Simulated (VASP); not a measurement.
Here is a VASP 6.6.1 calculation.

The input POSCAR:

```
Bi
1.0
    2.2675000000      1.3091417354      3.9380000000
   -2.2675000000      1.3091417354      3.9380000000
    0.0000000000     -2.6182834708      3.9380000000
Bi
2
Direct
    0.7660000000      0.7660000000      0.7660000000
    0.2340000000      0.2340000000      0.2340000000
```

File INCAR.step1:

```
SYSTEM = Bi
ALGO     = Normal         ! electronic algorithm
EDIFF    = 1E-5           ! SCF threshold, eV
ENCUT    = 520            ! plane-wave cutoff, eV
GGA      = PE             ! functional
ISIF     = 2              ! what is computed and relaxed
ISMEAR   = 0              ! smearing method
LASPH    = .TRUE.         ! aspherical terms in the spheres
LCHARG   = .FALSE.        ! write CHGCAR
LREAL    = .FALSE.        ! projectors in reciprocal space
LWAVE    = .TRUE.         ! write WAVECAR
NELM     = 80             ! most SCF steps
PREC     = Accurate       ! precision mode
SIGMA    = 0.02           ! smearing width, eV
```

The input INCAR.step2:

```
SYSTEM = Bi
ALGO     = Normal         ! electronic algorithm
EDIFF    = 1E-6           ! SCF threshold, eV
ENCUT    = 520            ! plane-wave cutoff, eV
ISIF     = 2              ! what is computed and relaxed
ISMEAR   = 0              ! smearing method
ISTART   = 1            
LASPH    = .TRUE.         ! aspherical terms in the spheres
LCHARG   = .FALSE.        ! write CHGCAR
LREAL    = .FALSE.        ! projectors in reciprocal space
LWAVE    = .FALSE.        ! write WAVECAR
METAGGA  = MBJ            ! meta-GGA
NELM     = 80             ! most SCF steps
PREC     = Accurate       ! precision mode
SIGMA    = 0.02           ! smearing width, eV
```

Contents of KPOINTS:

```
k-points
0
G
  8 8 8
  0 0 0
```

The input KPOINTS_OPT:

```
path GLB1,BZGX,QFP1Z,LP
10
line-mode
reciprocal
 0.0000000000  0.0000000000  0.0000000000  G
 0.5000000000  0.0000000000  0.0000000000  L

 0.5000000000  0.0000000000  0.0000000000  L
 0.5000000000  0.2403434496 -0.2403434496  B1

 0.7596565504  0.5000000000  0.2403434496  B
 0.5000000000  0.5000000000  0.5000000000  Z

 0.5000000000  0.5000000000  0.5000000000  Z
 0.0000000000  0.0000000000  0.0000000000  G

 0.0000000000  0.0000000000  0.0000000000  G
 0.3701717248  0.0000000000 -0.3701717248  X

 0.6298282752  0.3701717248  0.0000000000  Q
 0.5000000000  0.5000000000  0.0000000000  F

 0.5000000000  0.5000000000  0.0000000000  F
 0.6298282752  0.6298282752  0.2403434496  P1

 0.6298282752  0.6298282752  0.2403434496  P1
 0.5000000000  0.5000000000  0.5000000000  Z

 0.5000000000  0.0000000000  0.0000000000  L
 0.7596565504  0.3701717248  0.3701717248  P
```

Potentials or basis: VASP PAW PBE potentials, release 64 (Bi_d).

Launch:

```console
$ cat potpaw_PBE.64/Bi_d/POTCAR > POTCAR
$ cp INCAR.step1 INCAR
$ mpirun -np 1 vasp_std > vasp.out
$ cp INCAR.step2 INCAR
$ mpirun -np 1 vasp_std > vasp.out
```

(1) What does it give for the band gap along the path?

Results:

(1) none (metal or under the smearing width).

Caveat: spin-orbit coupling is left out, which moves the levels of the heavy elements.
